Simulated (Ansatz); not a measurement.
# InSb: how the settings move a single-point run

How sensitive is a single-point run of InSb to its settings? A reference run comes first, then one run with altered input.

Method: reference: DFT, PBE, PAW with Ansatz's default frozen-core files, scalar-relativistic, in Ansatz 0.2.0.

### Step 1. The system as given

The structure is cubic, space group F-43m (No. 216). The conventional cell has a = 6.521 Å, b = 6.521 Å, c = 6.521 Å, α = 90.00°, β = 90.00°, γ = 90.00°. In (site symmetry -43m) has 4 Sb at 2.82 Å as nearest neighbours. Around Sb (site symmetry -43m) lie 4 In at 2.82 Å.

Coordinates:

```
In Sb
1.0
     0.00000    3.26055    3.26055
     3.26055    0.00000    3.26055
     3.26055    3.26055    0.00000
In Sb
1 1
Direct
  0.00000 0.00000 0.00000
  0.75000 0.75000 0.75000
```

### Step 2. The reference run

Input file input.yaml:

```yaml
crystal:
  lattice:
    - [0.0, 3.2605516185, 3.2605516185]
    - [3.2605516185, 0.0, 3.2605516185]
    - [3.2605516185, 3.2605516185, 0.0]
  atoms:
    - { symbol: In, position: [0.0, 0.0, 0.0] }
    - { symbol: Sb, position: [0.75, 0.75, 0.75] }
kpoints:
  mp_grid: { grid: [10, 10, 10] }
scf:
  occupations: { method: fermi_dirac, width: 0.03 }
hamiltonian:
  xc: pbe
  pseudopotentials: { kind: paw }
output:
  forces: true
  stress: true
  eigenvalues: true
  efg: { contact_densities: true }
```

The run is started by

```bash
> ansatz run input.yaml --threads 1 --pin off --max-ram 2048MiB --backend cpu --events-out ev --progress --plain --runs-dir out
```

### Step 3. Changed: chi_scale 0.0

Changes to input.yaml since step 2:

```diff
@@ -12,2 +12,3 @@
   occupations: { method: fermi_dirac, width: 0.03 }
+  initial_density: { chi_scale: 0.0 }
 hamiltonian:
```

Q: Predict the outcome of this session. Wanted: for each run, ending; energy change; pressure; gap; force.

As calculated:

| run | ending | energy change | pressure (GPa) | gap (eV) | force (eV/Å) | cycles | time |
| --- | --- | --- | --- | --- | --- | --- | --- |
| reference | converged | 0 | 2.2 | 0.00 | 0.00 | 6 | 5 s |
| 1: chi_scale 0.0 | converged | 0.0 meV/atom | 2.2 | 0.00 | 0.00 | 7 | 5.4 s |

Residual by cycle in the longest SCF loop of each run; runs are numbered as in the table. The quantity is the density residual dr2, in eV.

| cycle | reference | run 1 |
| --- | --- | --- |
| 1 | 0.0057 | 0.454 |
| 2 | 5.9e-4 | 0.0698 |
| 3 | 6.4e-5 | 0.0106 |
| 4 | 1.7e-5 | 1.0e-4 |
| 5 | 6.6e-7 | 2.4e-6 |
| 6 | 1.7e-8 | 3.8e-7 |
| 7 | - | 1.6e-8 |

With the changed start the energy agrees within 0.5 meV/atom. Cost: 7 SCF cycles against 6. Semilocal functionals close small gaps, so the missing gap need not be the real solid's.
